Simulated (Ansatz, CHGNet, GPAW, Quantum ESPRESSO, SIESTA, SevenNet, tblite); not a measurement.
# Which run comes nearest? Generalised stacking fault on (111) (glide set) of a GaP-AlP solid solution (72 atoms)

The cell holds 72 atoms: 18 Al, 36 P and 18 Ga. Its edges and angles: a = 6.683 Å, b = 11.576 Å, c = 19.233 Å, α = 90.0°, β = 83.3°, γ = 90.0°. Zinc-blende GaP lattice (a = 5.4569 Å, the value set for the mixture), cell with z along [111], 1 x 3 x 2 periods; the third cell vector is tilted by 0.333 of 1/2[11-2] and lengthened by 0.2 Å, so the cell holds one fault (glide set); displaced by a Gaussian of 0.01 Å; 18 of 36 Ga sites given to Al at random (lattice constant by Vegard's rule between GaP and AlP). Then every atom was moved at random, 0.02 Å r.m.s. a Cartesian component.

Geometry: as built.

The reference, a calculation:

```
method                                           : Kohn-Sham DFT, PBE, PAW, plane waves (Ansatz 0.2.0); cutoff 420 eV, Γ point, fermi-dirac smearing of 0.05 eV; PAW set soft_2
r.m.s. force component                           : 0.4057 eV/Å
longest force                                    : 1.624 eV/Å
pressure                                         : 1.212 GPa
gap (highest filled to lowest empty level) : 1.328 eV
SCF cycles                                       : 9
time                                             : 21 s on 4 threads of Arm Neoverse V1, shared host
CPU time                                         : 76 s
```

Runs, in no order:
A. GPAW PBE, LCAO dzp, h 0.16 Å: Kohn-Sham DFT, PBE, PAW, atomic orbitals (dzp)
B. QE PBE, sssp-1.3.0-efficiency, 20/160 Ry: Kohn-Sham DFT, PBE, SSSP efficiency 1.3.0 pseudopotentials, plane waves
C. SIESTA PBE, SZP, shift 0.01 Ry, mesh 300 Ry: Kohn-Sham DFT, PBE, PseudoDojo 0.4.1 norm-conserving pseudopotentials (converted to PSML), numerical atomic orbitals (SZP), diagonalisation
D. SIESTA PBE, DZP, shift 0.01 Ry, mesh 300 Ry: Kohn-Sham DFT, PBE, PseudoDojo 0.4.1 norm-conserving pseudopotentials (converted to PSML), numerical atomic orbitals (DZP), diagonalisation
E. QE PBE, sssp-1.3.0-efficiency, 60/480 Ry: Kohn-Sham DFT, PBE, SSSP efficiency 1.3.0 pseudopotentials, plane waves

Q: Order them from the smallest to the largest r.m.s. force difference.

E, D, C, A, B.

| run | Δ force, r.m.s. (meV/Å) | share of r.m.s. force (%) | CPU time |
| --- | --- | --- | --- |
| E. QE PBE, sssp-1.3.0-efficiency, 60/480 Ry | 4.80 | 1.18 | 49 min |
| D. SIESTA PBE, DZP, shift 0.01 Ry, mesh 300 Ry | 27.7 | 6.84 | 7.5 min |
| C. SIESTA PBE, SZP, shift 0.01 Ry, mesh 300 Ry | 60.7 | 15.0 | 5.4 min |
| A. GPAW PBE, LCAO dzp, h 0.16 Å | 88.1 | 21.7 | 8.5 min |
| B. QE PBE, sssp-1.3.0-efficiency, 20/160 Ry | 223 | 54.9 | 8.5 min |

The electronic-structure runs sample only Γ, in a cell whose shortest periodic width is 7 Å.

[Logs are printed without paths, hosts, clocks, repeated set-up lines and the standing remarks that a program may print on its own settings, such as how far it seeks lower states.]

[Hosts, paths, dates, database ids (printed as entryN), source tags and the programs' standing remarks are cut or masked in the printed files.]
